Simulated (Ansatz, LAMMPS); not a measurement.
**S in place of O at several sites of Al2O3 with crystalline order left by the classical run (125 atoms)**

Aim: make S in place of O at several sites of Al2O3 with crystalline order left by the classical run (125 atoms), relax each, and compare their energies.

Program: Ansatz 0.2.0. Level of theory: Kohn-Sham DFT, PBE, PAW (set soft_2), plane waves. Results are calculated unless marked as measured.

### 1. The structure

The cell holds 125 atoms: 50 Al and 75 O. Cell: a = 11.154 Å, b = 11.154 Å, c = 11.154 Å, α = 90.0°, β = 90.0°, γ = 90.0°. 125 atoms (50 Al, 75 O) placed at random at 3.05 g/cm³, melted at 4500 K for 20 ps at fixed volume with the Morse and Coulomb pair potential with partial charges (Pedone, Malavasi, Menziani, Cormack and Segre, J. Phys. Chem. B 110, 11780 (2006)). Quenched from 4500 K to 300 K at 10 K/ps and fixed volume, held 5 ps.

Limits known from the start: The quench rate of 10 K/ps is orders of magnitude faster than experiment, which tends to freeze in extra defects. The starting topology of bonds comes from the classical model, and needn't be the one that DFT or experiment would give. Sampling is at Γ alone, for a cell whose shortest periodic width is 11 Å.

### 2. Single point at the start

A single point comes first, to see the forces before anything moves.

input.yaml reads:

```yaml
crystal:
  lattice:
    - [11.1542, 0.0, 0.0]
    - [0.0, 11.1542, 0.0]
    - [0.0, 0.0, 11.1542]
  atoms:
    - { symbol: Al, position: [0.90453, 0.11243, 0.56234] }
    - { symbol: Al, position: [0.89092, 0.94974, 0.76118] }
    - { symbol: Al, position: [0.84691, 0.80676, 0.50984] }
    - { symbol: Al, position: [0.60082, 0.78846, 0.39686] }
    - { symbol: Al, position: [0.82405, 0.2084, 0.83898] }
    - { symbol: Al, position: [0.19655, 0.44991, 0.08261] }
    - { symbol: Al, position: [0.58274, 0.21025, 0.67716] }
    - { symbol: Al, position: [0.44726, 0.73495, 0.716] }
    - { symbol: Al, position: [0.57567, 0.57391, 0.89138] }
    - { symbol: Al, position: [0.14685, 0.94067, 0.89974] }
    - { symbol: Al, position: [0.19958, 0.39135, 0.79123] }
    - { symbol: Al, position: [0.28525, 0.10174, 0.517] }
    - { symbol: Al, position: [0.94156, 0.63408, 0.69425] }
    - { symbol: Al, position: [0.43495, 0.35632, 0.94731] }
    - { symbol: Al, position: [0.36808, 0.12475, 0.22361] }
    - { symbol: Al, position: [0.62773, 0.9264, 0.63995] }
    - { symbol: Al, position: [0.58164, 0.08995, 0.43702] }
    - { symbol: Al, position: [0.17227, 0.27717, 0.32363] }
    - { symbol: Al, position: [0.94304, 0.59349, 0.15488] }
    - { symbol: Al, position: [0.69372, 0.51728, 0.30196] }
    - { symbol: Al, position: [0.93871, 0.55015, 0.43572] }
    - { symbol: Al, position: [0.20798, 0.58857, 0.30001] }
    - { symbol: Al, position: [0.44259, 0.70244, 0.14042] }
    - { symbol: Al, position: [0.42248, 0.43394, 0.22701] }
    - { symbol: Al, position: [0.72441, 0.77391, 0.83379] }
    - { symbol: Al, position: [0.86931, 0.27735, 0.37038] }
    - { symbol: Al, position: [0.94494, 0.29581, 0.11941] }
    - { symbol: Al, position: [0.42137, 0.29982, 0.45088] }
    - { symbol: Al, position: [0.58435, 0.11433, 0.94945] }
    - { symbol: Al, position: [0.10605, 0.13147, 0.73101] }
    - { symbol: Al, position: [0.67572, 0.70024, 0.09944] }
    - { symbol: Al, position: [0.85395, 0.02497, 0.03186] }
    [... 87 atom lines left out ...]
    - { symbol: O, position: [0.0442, 0.4802, 0.53439] }
    - { symbol: O, position: [0.33528, 0.80582, 0.0765] }
    - { symbol: O, position: [0.62554, 0.95289, 0.36028] }
    - { symbol: O, position: [0.89738, 0.27288, 0.55781] }
    - { symbol: O, position: [0.59243, 0.70192, 0.79692] }
    - { symbol: O, position: [0.07686, 0.92731, 0.74226] }
kpoints:
  mp_grid: { grid: [1, 1, 1] }
hamiltonian:
  xc: pbe
scf:
  occupations: { method: gaussian, width: 0.05 }
output:
  forces: true
```

Command:

```sh
$ ansatz run input.yaml --threads 4 --pin off --max-ram 8192MiB --backend cpu --events-out ev --progress --plain --runs-dir out
```

Numbers of over 12 decimals in the logs are rounded to 6 here.

Log:

```text
Engine: ansatz 0.2.0, x86_64-unknown-linux-gnu
Pseudopotentials: kind: paw
Pseudopotential: Al, paw, valence charge 3, recommended cutoff 420 eV (normal), Al.paw.azcp
Pseudopotential: O, paw, valence charge 6, recommended cutoff 420 eV (normal), O.paw.azcp
Functional definition: PBE
  parameter kappa = 0.804
  parameter beta = 0.066725
  exchange = pbe_x(kappa = kappa, mu = beta*pi^2/3)
  correlation = pbe_c(beta = beta)
Crystal: 125 atoms, lattice volume = 1387.763 Å³
Basis set: ecut = 420 eV, 27201 PW (Γ), exchange–correlation on 150×150×150 points (8 copies of the dense FFT grid, shifted against one another)
Bands: 425, of which v1, the nominal top of the filled ones, is band 300 counted from 1 (299 counted from 0)
Symmetry: 1 space group operations
Space group: P1 (ITA 1), of the structure as read, at distance tolerance 1.1e-4 Å
k-points: 1
Non-local potential: Al, projectors of the file, l = 0: 2, l = 1: 2, l = 2: 1
Non-local potential: O, projectors of the file, l = 0: 2, l = 1: 2, l = 2: 1
PAW form: soft (Blöchl's): semilocal exchange-correlation on the pseudo side does not see the compensation charge
PAW one-centre angular grid: Al, 110 points (default); XC on 64 Gauss nodes
PAW one-centre angular grid: O, 110 points (default); XC on 64 Gauss nodes
Initial density: superposition of atomic densities (neutral atoms: chi_scale 0, normalization atom), corrected by the library's trained network
Initial wavefunctions: pseudopotential atomic-orbital guess
Functional: x = pbe(κ = 0.804, μ = 0.219515), c = pbe(β = 0.066725)
SCF iter   1: F=—  HF=-69599.864774 eV  |F-HF|=—  |Δ(HF+E_count)|=         —  Δρ=2.29e-3  dr2=1.26e-1  ethr=1.77e-3  ⟨swp⟩=6.0  Hψ=1901  notcnv=0  defer=65
preconditioner: auto → Resta (q_TF=auto, 2.372 Å⁻¹)  ε∞=3.5  [insulator: Δε(μ)=3.111 eV  Ē_g=15.482 eV  σ=0.050 eV  W_gap=1.00  n_scr=304 (ndim 8)  ℏωp=24.4 eV  f_vac=0.036  D(μ)=0.00/eV (n_scr^D=0)  ε∞_Penn≈3.5]
SCF iter   2: F=—  HF=-69599.849017 eV  |F-HF|=—  |Δ(HF+E_count)|=   1.58e-2  Δρ=1.25e-3  dr2=2.98e-2  ethr=2.10e-5  ⟨swp⟩=2.0  Hψ=793  notcnv=0  defer=108
SCF iter   3: F=—  HF=-69599.848962 eV  |F-HF|=—  |Δ(HF+E_count)|=   5.53e-5  Δρ=5.54e-4  dr2=7.79e-3  ethr=4.97e-6  ⟨swp⟩=2.0  Hψ=542  notcnv=0  defer=30
automatic band count: iteration 3 solves 347 bands in place of 425: the levels show a gap, and the empty bands left out lie too high to hold charge; the band table lists the bands solved (type scf.n_extra_bands for more)
SCF iter   4: F=—  HF=-69599.848103 eV  |F-HF|=—  |Δ(HF+E_count)|=   8.59e-4  Δρ=1.75e-4  dr2=4.39e-4  ethr=1.30e-6  ⟨swp⟩=2.0  Hψ=539  notcnv=0  defer=30
SCF iter   5: F=—  HF=-69599.848141 eV  |F-HF|=—  |Δ(HF+E_count)|=   3.81e-5  Δρ=1.12e-4  dr2=1.39e-4  ethr=7.32e-8  ⟨swp⟩=2.0  Hψ=553  notcnv=0  defer=30
SCF iter   6: F=—  HF=-69599.848120 eV  |F-HF|=—  |Δ(HF+E_count)|=   2.12e-5  Δρ=2.61e-5  dr2=9.77e-6  ethr=2.32e-8  ⟨swp⟩=3.0  Hψ=554  notcnv=0  defer=30
SCF iter   7: F=—  HF=-69599.846654 eV  |F-HF|=—  |Δ(HF+E_count)|=   1.47e-3  Δρ=1.57e-5  dr2=2.59e-6  ethr=1.63e-9  ⟨swp⟩=2.0  Hψ=647  notcnv=0  defer=40
SCF iter   8: F=—  HF=-69599.846656 eV  |F-HF|=—  |Δ(HF+E_count)|=   1.33e-6  Δρ=7.76e-6  dr2=7.07e-7  ethr=4.31e-10  ⟨swp⟩=2.0  Hψ=565  notcnv=0  defer=40
SCF iter   9: F=—  HF=-69599.846656 eV  |F-HF|=—  |Δ(HF+E_count)|=   1.55e-7  Δρ=4.07e-6  dr2=1.70e-7  ethr=1.18e-10  ⟨swp⟩=2.0  Hψ=565  notcnv=0  defer=40
SCF iter  10: F=-69599.846656 eV  HF=-69599.846656 eV  |F-HF|=6.85e-9  |Δ(HF+E_count)|=   1.56e-8  Δρ=1.08e-6  dr2=1.29e-8  ethr=1.67e-11  ⟨swp⟩=4.0  Hψ=1120  notcnv=0
SCF 1 converged in 10 iterations: F = -69599.846656 eV  dr2 = 1.29e-8
  greatest PAW one-centre occupation: 0.864 electrons in one spin orbital (limit 2), on the O atom at site 79 (counted from 0), in its partial waves of l = 0
SCF converged after 10 iterations
Free energy (F): -69599.846656 eV
Harris-Foulkes:  -69599.846656 eV  (|F-HF|=6.85e-9)
Internal energy: -69599.846656 eV  (E = F + TS)
E sigma→0 (E₀):  -69599.846656 eV
Fermi energy:    7.148613 eV
--- Per-component energies (eV) ---
  E_band       = -965.334447
  E_kinetic    = 14590.413070
  E_local      = -32506.649734  (includes V_loc(G=0)·N_el)
  E_nonlocal   = 4070.287818
  E_hartree    = 12200.746059
  E_xc         = -7597.539820
  E_vxc        = -8610.920012  (∫ρ·V_xc dr)
  E_paw        = -35266.988521  (= ΣΔE_a)
  E_vpaw       = -2910.146693  (= ΣTr[D̂ρ^β])
  E_aug_tail   = 0.188546  (compensation charges beyond the density's cutoff)
  E_ewald      = -25090.304074
  E_smearing   = -0.000000  (= −TS)
  E_closure    = -0.000000  (closes the sum)
  Σ components = -69599.846656   (vs F -69599.846656, Δ=0.00e0)
--- Forces (eV/Å), atoms counted from 1 ---
  atom   1  Al     0.13050312    -0.71548177    -0.05105772
  atom   2  Al     1.12523033    -0.98054758     0.06699473
  atom   3  Al     0.45505558     0.91439105     0.11985651
  atom   4  Al     0.63891705     1.42071797    -0.55640619
  atom   5  Al    -1.54438041     0.33179881     1.11469975
  atom   6  Al    -0.02901473     1.86971998     0.10035049
  atom   7  Al     0.46852459    -1.91739819     1.18627252
  atom   8  Al     0.12838326    -0.79831403     0.35687587
  atom   9  Al     0.08835378    -0.75841692    -0.47766090
  atom  10  Al    -1.81993554    -0.63423800    -0.55958739
  atom  11  Al     1.24735628     0.59315702     1.08180924
  atom  12  Al    -0.04000379     0.63021626    -0.27367773
  atom  13  Al     0.83025602    -0.71414993    -0.16041653
  atom  14  Al    -0.53441523     0.31096772    -1.43030830
[...]
atom 124  O     -1.52733241    -0.03201756    -0.77749650
  atom 125  O      0.17540785     0.78028850    -0.57536968
  max |Σ_I F_I| component: 1.59e-4 eV/Å
```

Run time: 9.8 s. Hardware: 4 threads of Intel Xeon 6975P-C (Granite Rapids), shared host; peak memory 1.9 GiB; 36 s of CPU time.

Reading the cycles: dr2 is the Hartree energy of the density residual (eV), the measure of convergence; HF is the Harris–Foulkes estimate of the energy, which meets the free energy F at convergence.

The r.m.s. force at the start is 0.93 eV/Å.

### 3. Relaxation

With the cell held, the atoms are moved downhill towards a nearby minimum.

input.yaml reads:

```yaml
crystal:
  lattice:
    - [11.1542, 0.0, 0.0]
    - [0.0, 11.1542, 0.0]
    - [0.0, 0.0, 11.1542]
  atoms:
    [... the 125 atom lines of step 2 ...]
kpoints:
  mp_grid: { grid: [1, 1, 1] }
hamiltonian:
  xc: pbe
scf:
  occupations: { method: gaussian, width: 0.05 }
output:
  forces: true
relax:
  f_tol: 0.05
  max_steps: 120
```

Log:

```text
[...]
Crystal: 125 atoms, lattice volume = 1387.763 Å³
Basis set: ecut = 420 eV, 27201 PW (Γ), exchange–correlation on 150×150×150 points (8 copies of the dense FFT grid, shifted against one another)
Bands: 425, of which v1, the nominal top of the filled ones, is band 300 counted from 1 (299 counted from 0)
Symmetry: 1 space group operations
[...]
k-points: 1
[...]
SCF iter   1: F=—  HF=-69599.864774 eV  |F-HF|=—  |Δ(HF+E_count)|=         —  Δρ=2.29e-3  dr2=1.26e-1  ethr=1.77e-3  ⟨swp⟩=6.0  Hψ=1901  notcnv=0  defer=65
[...]
SCF iter   5: F=—  HF=-69599.846665 eV  |F-HF|=—  |Δ(HF+E_count)|=   7.17e-5  Δρ=1.13e-4  dr2=1.41e-4  ethr=7.34e-8  ⟨swp⟩=2.0  Hψ=657  notcnv=0  defer=118
SCF iter   6: F=-69599.846652 eV  HF=-69599.846650 eV  |F-HF|=2.74e-6  |Δ(HF+E_count)|=   1.54e-5  Δρ=2.56e-5  dr2=9.53e-6  ethr=1.04e-8  ⟨swp⟩=2.0  Hψ=1333  notcnv=0
SCF 1 converged in 6 iterations: F = -69599.846652 eV  dr2 = 9.53e-6
[...]
relax step   1: F+E_penalty+E_count = -69599.84665242 eV  Δ(F+E_penalty+E_count) = +0.000e0 eV  max|allowed force component| = 4.443e0 eV/Å  Δτ_max = 0.0000 Å  (6 SCF iters, dr2 threshold 6.25e-5 eV, accepted)
[...]
relax step   2: F+E_penalty+E_count = -69604.21485737 eV  Δ(F+E_penalty+E_count) = -4.368e0 eV  max|allowed force component| = 2.704e0 eV/Å  Δτ_max = 0.1303 Å  (6 SCF iters, dr2 threshold 1.00e-4 eV, accepted)
[...]
relax step   3: F+E_penalty+E_count = -69607.25885554 eV  Δ(F+E_penalty+E_count) = -3.044e0 eV  max|allowed force component| = 4.740e-1 eV/Å  Δτ_max = 0.2000 Å  (6 SCF iters, dr2 threshold 1.00e-4 eV, accepted)
relax step   4: F+E_penalty+E_count = -69607.51470818 eV  Δ(F+E_penalty+E_count) = -2.559e-1 eV  max|allowed force component| = 1.153e-1 eV/Å  Δτ_max = 0.2000 Å  (7 SCF iters, dr2 threshold 1.40e-5 eV, accepted)
relax step   5: F+E_penalty+E_count = -69607.54014495 eV  Δ(F+E_penalty+E_count) = -2.544e-2 eV  max|allowed force component| = 9.568e-2 eV/Å  Δτ_max = 0.2000 Å  (9 SCF iters, accepted)
relax step   6: F+E_penalty+E_count = -69607.56720068 eV  Δ(F+E_penalty+E_count) = -2.706e-2 eV  max|allowed force component| = 9.485e-2 eV/Å  Δτ_max = 0.2000 Å  (10 SCF iters, accepted)
relax step   7: F+E_penalty+E_count = -69607.57233493 eV  Δ(F+E_penalty+E_count) = -5.134e-3 eV  max|allowed force component| = 4.075e-2 eV/Å  Δτ_max = 0.0485 Å  (6 SCF iters, dr2 threshold 6.19e-6 eV, accepted)
[...]
relax step   8: F+E_penalty+E_count = -69607.57233537 eV  Δ(F+E_penalty+E_count) = -4.397e-7 eV  max|allowed force component| = 4.075e-2 eV/Å  Δτ_max = 0.0000 Å  (4 SCF iters, accepted)
SCF converged after 4 iterations
Free energy (F): -69607.572335 eV
[...]
Internal energy: -69607.572335 eV  (E = F + TS)
E sigma→0 (E₀):  -69607.572335 eV
Fermi energy:    6.969899 eV
[...]
Σ components = -69607.572335   (vs F -69607.572335, Δ=0.00e0)
--- Forces (eV/Å), atoms counted from 1 ---
  atom   1  Al    -0.00038265     0.00116219    -0.01077584
  atom   2  Al     0.00463326     0.00028358    -0.00153370
  atom   3  Al     0.00117874     0.00153927    -0.00575200
  atom   4  Al     0.00875315    -0.00151728     0.00201552
[...]
atom 125  O     -0.00023441    -0.00470964    -0.00331935
  max |Σ_I F_I| component: 1.52e-4 eV/Å
--- Relaxed structure (8 steps of the walk, 8 accepted, 0 SCFs on fresh bases) ---
  F+E_penalty+E_count = -69607.57233537 eV   max|allowed force component| = 4.075e-2 eV/Å
  atoms:
    - { symbol: Al, position: [0.899499, 0.108884, 0.562803] }
    - { symbol: Al, position: [0.895520, 0.941462, 0.763628] }
    - { symbol: Al, position: [0.847614, 0.811303, 0.509861] }
    - { symbol: Al, position: [0.599740, 0.795920, 0.388301] }
[...]
- { symbol: O, position: [0.075911, 0.933991, 0.733269] }
```

Elapsed: 55 s, on 4 threads; peak memory 1.9 GiB; 3.4 min of CPU time.

The relaxation converged after 8 steps, 7.73 eV below its start, with a largest force component of 0.041 eV/Å.

[end of part 1 of 3]

[Logs are printed without paths, hosts, clocks, repeated set-up lines and the standing remarks that a program may print on its own settings, such as how far it seeks lower states.]

[Hosts, paths, dates, database ids (printed as entryN), source tags and the programs' standing remarks are cut or masked in the printed files.]
